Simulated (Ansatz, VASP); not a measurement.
**Ag: VASP beside Ansatz**

```
Ag
1.0
     0.00000    2.12898    2.12898
     2.12898    0.00000    2.12898
     2.12898    2.12898    0.00000
Ag
1
Direct
  0.00000 0.00000 0.00000
```

Alike in both runs: functional BLYP; k mesh 13 × 13 × 13; occupations fermi-dirac, width 0.1 eV; no spin polarisation.

Ansatz relaxed the structure, and its values are those at the end. VASP's run is a single point on that final structure, the one shown.

|  | VASP | Ansatz |
| --- | --- | --- |
| version | VASP 6.6.1 | Ansatz 0.2.0 |
| potentials or method | VASP PAW PBE potentials, release 64 (Ag) | plane waves (420 eV) with PAW, scalar-relativistic |
| plane-wave cutoff (eV) | 520 | 420 |
| valence electrons in the cell | 11 | 19 |

|  | VASP | Ansatz | Ansatz less VASP |
| --- | --- | --- | --- |
| pressure (GPa) | 0.1 | 0.0 | -0.10 |

The two sets of potentials don't hold the same shells in valence.

Caveats: the PAW data sets were made with another functional, which shifts forces and pressure a little (VASP).
